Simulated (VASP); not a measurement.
Write the native input for VASP 6.6.1 that does the following.

```yaml
Task: relaxation of cell and atoms
Functional: r2SCAN
Potentials_or_basis: VASP PAW PBE potentials, release 64 (Ba_sv, Ti_sv, O)
Cutoff: 600 eV
k_mesh: 8 × 8 × 8
Occupations: gaussian, width 0.02 eV
Spin: no spin polarisation
Further_INCAR_settings: ALGO = Normal; EDIFF = 1e-07; IBRION = 2; EDIFFG = -0.005; NSW = 90; ISIF = 3
```

The structure of BaTiO3 lies in POSCAR:

```
BaTiO3
1.0
    3.9903792100      0.0000000000      0.0000000000
    0.0000000000      3.9903792100      0.0000000000
    0.0000000000      0.0000000000      4.1026553900
Ba Ti O
1 1 3
Direct
    0.5000000000      0.5000000000      0.5825414600
    0.0000000000      0.0000000000      0.1000427000
    0.0000000000      0.5000000000      0.0642205400
    0.5000000000      0.0000000000      0.0642205400
    0.0000000000      0.0000000000      0.5489717500
```

The cell is a database's computed one.

These files were run (other wordings do the same):

INCAR

```
SYSTEM = BaTiO3
ALGO = Normal ; EDIFF = 1E-7
EDIFFG = -0.005 ; ENCUT = 600
IBRION = 2 ; ISIF = 3
ISMEAR = 0 ; LASPH = .True.
LCHARG = .False. ; LMIXTAU = .True.
LREAL = .False. ; LWAVE = .False.
METAGGA = R2SCAN ; NELM = 100
NSW = 90 ; PREC = Accurate
SIGMA = 0.02
```

KPOINTS

```
k-points
0
Gamma
  8 8 8
  0 0 0
```

Potentials or basis: VASP PAW PBE potentials, release 64 (Ba_sv, Ti_sv, O).

Run with:

```bash
$ cat potpaw_PBE.64/Ba_sv/POTCAR potpaw_PBE.64/Ti_sv/POTCAR potpaw_PBE.64/O/POTCAR > POTCAR
$ mpirun -np 1 vasp_std > vasp.out
```

Results of the run:

```yaml
Relaxed_volume: 13.08 Å³/atom
Relaxed_cell: a = 3.987 Å, b = 3.987 Å, c = 4.115 Å, α = 90.00°, β = 90.00°, γ = 90.00°
Space_group_after_relaxing_to_0.05_Å: P4mm (No. 99)
Energy_gained_by_relaxing: 0.0 meV/atom
Ionic_steps: 12
Pressure_after_relaxing: 0.0 GPa
Band_gap_on_the_k_mesh: 2.18 eV, indirect (least direct gap 2.66 eV)
```

Caveat: the PAW data sets were made with another functional, which shifts forces and pressure a little; spin-orbit coupling is left out, which moves the levels of the heavy elements.

It took 42 min on 1 thread of AMD EPYC 9R45 (Zen 5), on a shared host, peak memory 0.28 GiB.
